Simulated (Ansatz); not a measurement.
Total energies of diethylzinc (DEZ).

```xyz
15

C     1.347   -0.387    2.299
C     1.388    0.803    1.341
Zn    0.224    0.660   -0.227
C    -0.941    0.514   -1.794
C    -1.743   -0.783   -1.897
H     1.646   -1.317    1.809
H     2.017   -0.248    3.155
H     0.344   -0.551    2.705
H     2.413    0.961    0.985
H     1.120    1.723    1.875
H    -0.319    0.641   -2.688
H    -1.621    1.374   -1.788
H    -2.405   -0.924   -1.038
H    -2.374   -0.806   -2.792
H    -1.094   -1.662   -1.944
```

Total charge 0; spin multiplicity 1. For Zn the d shell is correlated and the shells below it are frozen. Scalar relativity is left out up to krypton. The structure was optimised at the PBE0-D4/def2-TZVP level. It is one conformer, not always the lowest. Basis def2-TZVPP, the Gaussian-basis code of Ansatz.

RPA on PBE orbitals: Hartree–Fock energy of these orbitals -1935.04836 Eh, correlation -1.87026 Eh (frozen core).

```csv
functional,energy without D4 (Eh),D4 term (kJ/mol)
LDA (SPW92),-1933.46485,–
PBE,-1937.38386,-23.9
revPBE,-1937.71412,-79.5
r2SCAN,-1937.76460,-6.2
PBE0,-1937.43241,-20.1
B3LYP,-1937.94661,-38.2
r2SCAN0,-1937.71320,-7.2
HSE06 (plane-wave form),-1937.42022,-18.6
ωB97X-V,-1937.66751,–
ωB97M-V,-1937.68069,–
```

(1) Give the same for BLYP, B97M-V, r2SCANh, BHLYP, CAM-B3LYP, LC-ωPBE, B2PLYP, PBE-QIDH. (An estimate is asked.)

B3LYP takes the VWN-RPA correlation (the form of Gaussian; ORCA's B3LYP/G). HSE06 is the plane-wave form, built on full-range PBE exchange. The double hybrids freeze the cores in their second-order part.

## Answers

(1) The calculation gave: 
```
functional  energy without D4 (Eh)  D4 term (kJ/mol)
      BLYP             -1937.86821             -53.0
    B97M-V             -1937.52845                 –
   r2SCANh             -1937.74324              -6.5
     BHLYP             -1937.73062             -28.0
 CAM-B3LYP             -1937.89724             -20.2
   LC-ωPBE             -1937.55958                 –
    B2PLYP             -1937.44360                 –
  PBE-QIDH             -1937.16500                 –
```

LC-ωPBE has ω = 0.4 bohr⁻¹.
